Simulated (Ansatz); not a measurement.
TiSi2:

```
CELL_PARAMETERS angstrom
1.76511 -6.75928 0.00000
1.76511 6.75928 0.00000
0.00000 0.00000 3.56517
ATOMIC_POSITIONS crystal
Ti 0.10312 0.89688 0.25000
Ti 0.89688 0.10312 0.75000
Si 0.75031 0.24969 0.25000
Si 0.24969 0.75031 0.75000
Si 0.44175 0.55825 0.25000
Si 0.55825 0.44175 0.75000
```

The cell comes from a database or a generator and needn't be the stable form of this composition.

```yaml
Program: Ansatz 0.2.0
Task: relaxation of cell and atoms
Functional: PBEsol
Potentials_or_basis: JTH PAW
Cutoff: "1230 eV (not typed: the program's choice for these potentials)"
k_mesh: 8 × 8 × 8
Occupations: fermi-dirac, width 0.05 eV
Spin: no spin polarisation
```

At the start: volume 14.18 Å³/atom.

Q: Where does the relaxation end?

A: It ends after 5 steps and the volume is 13.93 Å³/atom (-1.8 %); space group Cmcm (No. 63, to 0.05 Å).

The path:
```tsv
step	energy change (eV)	largest force (eV/Å)	volume (Å³)
1	0.0000	0.1929	85.07
2	-0.0137	0.0859	83.35
3	-0.0149	0.0331	83.54
4	-0.0150	0.0076	83.57
5	-0.0149	0.0076	83.57
```

Final structure:
```xyz
6
Lattice="1.7589 -6.6818 0.0000 1.7589 6.6818 0.0000 0.0000 0.0000 3.5552" Properties=species:S:1:pos:R:3 pbc="T T T"
Ti    1.7589    5.3110    0.8888
Ti    1.7589   -5.3110    2.6664
Si    1.7589   -3.3467    0.8888
Si    1.7589    3.3467    2.6664
Si    1.7589    0.8008    0.8888
Si    1.7589   -0.8008    2.6664
```

Caveat: the plane-wave basis is chosen anew once the cell has moved, so the energies of steps on either side of that aren't comparable.
